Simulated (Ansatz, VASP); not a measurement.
## SiC in VASP and in Ansatz

```
CELL_PARAMETERS angstrom
3.07807 0.00000 0.00000
-1.53903 2.66568 0.00000
0.00000 0.00000 9.26970
ATOMIC_POSITIONS crystal
Si 0.66667 0.33333 0.93783
Si 0.33333 0.66667 0.43783
Si 0.00000 0.00000 0.68790
Si 0.00000 0.00000 0.18790
C 0.66667 0.33333 0.74982
C 0.33333 0.66667 0.24982
C 0.00000 0.00000 0.50045
C 0.00000 0.00000 0.00045
```

Alike in both runs: task single point; functional PBEsol; k mesh 12 × 12 × 4; occupations gaussian, width 0.05 eV; no spin polarisation.

|  | VASP | Ansatz |
| --- | --- | --- |
| version | VASP 6.6.1 | Ansatz 0.2.0 |
| potentials or method | VASP PAW PBE potentials, release 64 (Si, C) | scalar-relativistic, plane waves, PAW |
| plane-wave cutoff (eV) | 520 | 520 |
| valence electrons in the cell | 32 | 32 |

Ansatz gave:

- gap on the k mesh at the Fermi level (eV): 1.63
- least direct gap on the mesh (eV): 2.85
- pressure (GPa): 24.1
- largest component of the traceless stress (GPa): 40.50
- rms of the force components (eV/Å): 1.015

Question: Which values does VASP return?

Answer: gap on the k mesh at the Fermi level (eV): 1.62; least direct gap on the mesh (eV): 2.84; pressure (GPa): 24.5; largest component of the traceless stress (GPa): 40.75; rms of the force components (eV/Å): 1.022.

Atom by atom the forces differ by 0.006 eV/Å (rms over components). Ansatz warned: «pseudo_functional_mismatch».

Caveats: so large a pressure means that the cell lies far from this level's equilibrium, or that cutoff or potentials fall short (VASP); the potentials were made for another functional, which shifts forces and pressure (VASP). A k mesh can miss the band edges. As with any semilocal functional, this PBEsol gap is likely too small.
